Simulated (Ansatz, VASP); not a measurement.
One calculation of LiF, two programs

The input POSCAR:

```
LiF
1.0
   -0.0340233966      2.1427563089      2.1427563089
    2.1427563089     -0.0340233966      2.1427563089
    2.1427563089      2.1427563089     -0.0340233966
Li F
1 1
Direct
   -0.0014544759     -0.0014544759     -0.0014544759
    0.2514544759      0.2514544759      0.2514544759
```

Contents of INCAR.step1:

```
SYSTEM = LiF
ALGO = Normal ; EDIFF = 1E-4
ENCUT = 520 ; GGA = PE
ISMEAR = 0 ; LASPH = .True.
LCHARG = .False. ; LREAL = .False.
LWAVE = .True. ; NBANDS = 12
NELM = 100 ; PREC = Accurate
SIGMA = 0.01
```

The input INCAR.step2:

```
SYSTEM = LiF
ALGO = Normal ; EDIFF = 1E-6
ENCUT = 520 ; ISIF = 2
ISMEAR = 0 ; ISTART = 1
LASPH = .True. ; LCHARG = .False.
LMIXTAU = .True. ; LREAL = .False.
LWAVE = .False. ; METAGGA = R2SCAN
NBANDS = 12 ; NELM = 100
PREC = Accurate ; SIGMA = 0.01
```

Contents of KPOINTS:

```
k-points
0
Gamma
  10 10 10
  0 0 0
```

Input for Ansatz:

```yaml
crystal:
  lattice:
    - [-0.0340233966, 2.1427563089, 2.1427563089]
    - [2.1427563089, -0.0340233966, 2.1427563089]
    - [2.1427563089, 2.1427563089, -0.0340233966]
  atoms:
    - { symbol: Li, position: [-0.0014544759, -0.0014544759, -0.0014544759] }
    - { symbol: F, position: [0.2514544759, 0.2514544759, 0.2514544759] }
kpoints:
  mp_grid: { grid: [10, 10, 10] }
  band_path:
    path:
      - [0.0, 0.0, 0.0]
      - [-0.5, -0.5, 0.0]
      - [-0.375, -0.375, 0.25]
      - [-0.375, 0.0, 0.375]
      - [0.0, 0.0, 0.5]
      - [-0.5, -0.25, 0.25]
    npoints: 1
hamiltonian:
  xc: r2scan
scf:
  occupations: { method: fixed }
  n_extra_bands: 4
output:
  forces: true
  stress: true
  eigenvalues: true
```

Change from the starting cell: epitaxial_111 strain +1.5%.

Alike in both runs: task single point; functional r2SCAN; k mesh 10 × 10 × 10; no spin polarisation.

|  | VASP | Ansatz |
| --- | --- | --- |
| version | VASP 6.6.1 | Ansatz 0.2.0 |
| potentials or method | VASP PAW PBE potentials, release 64 (Li_sv, F) | plane waves, PAW |
| plane-wave cutoff (eV) | 520 | 500 |
| occupations | gaussian, width 0.01 eV | fixed |
| valence electrons in the cell | 10 | 10 |

```csv
,VASP,Ansatz,Ansatz less VASP
gap on the k mesh at the Fermi level (eV),8.58,8.49,-0.097
rms of the force components (eV/Å),0.017,0.000,-0.0163
```

Atom by atom the forces differ by 0.017 eV/Å (rms over components).

Caveats: the PAW data sets were made with another functional, which shifts forces and pressure a little (VASP). A k mesh can miss the band edges.
